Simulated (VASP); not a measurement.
**ZnS (Wurtzite-2H): single point with r2SCAN**

**Measured values to compare with.**

From a printed reference work, monograph, for a bulk crystal of ZnS at 4 K: band gap 3.911 eV (direct).

Crystal: ZnS (Wurtzite-2H).

```
Zn S
1.0
     3.81100    0.00000    0.00000
    -1.90550    3.30042    0.00000
     0.00000    0.00000    6.23400
Zn S
2 2
Direct
  0.33333 0.66667 0.00000
  0.66667 0.33333 0.50000
  0.33333 0.66667 0.38500
  0.66667 0.33333 0.88500
```

```
Program                : VASP 6.6.1
Task                   : single point
Functional             : r2SCAN
Potentials or basis    : VASP PAW PBE potentials, release 64 (Zn, S)
Cutoff                 : 520 eV
k mesh                 : 6 × 6 × 4
Occupations            : gaussian, width 0.01 eV
Spin                   : no spin polarisation
Dipole correction      : no
Further INCAR settings : ALGO = Normal; EDIFF = 1e-07; NBANDS = 26
```

| Property | Result |
| --- | --- |
| Pressure | 0.2 GPa |
| Largest force | 0.319 eV/Å |
| Band gap on the k mesh | 2.83 eV, direct |

Forces in eV/Å, atoms in the order of the input:
```
Zn   0.000  0.000  0.319
Zn   0.000  0.000  0.319
S    0.000  0.000 -0.319
S    0.000  0.000 -0.319
```

Stress tensor (GPa, compression positive):
```
 0.83  0.00  0.00
 0.00  0.83  0.00
 0.00  0.00 -1.11
```

Levels at points of the mesh, in eV from the valence-band top:
```tsv
k point	band 15	band 16	band 17	band 18	band 19	band 20	band 21	band 22
(0.00, 0.00, 0.00)	-0.88	-0.01	-0.01	0.00	2.83	3.51	6.79	6.79
(0.50, 0.00, 0.00)	-3.22	-2.31	-1.59	-1.00	4.00	4.79	5.53	7.61
(0.00, 0.00, 0.50)	-0.46	-0.46	-0.46	-0.46	4.06	4.06	7.22	7.22
(0.50, 0.00, 0.50)	-1.70	-1.70	-1.57	-1.57	4.03	4.03	5.58	5.58
```

Run time: 100 s on 1 thread of AMD EPYC 9R45 96-Core Processor (Zen 5), on a shared host, peak memory 0.18 GiB.

A measured gap of ZnS is 3.911 eV (direct; 4 K; a printed reference work, monograph); the calculated 2.83 eV misses it by -1.08 eV. The value is that of r2SCAN, without temperature or zero-point motion.

Caveat: the PAW data sets were made with another functional, which shifts forces and pressure a little.
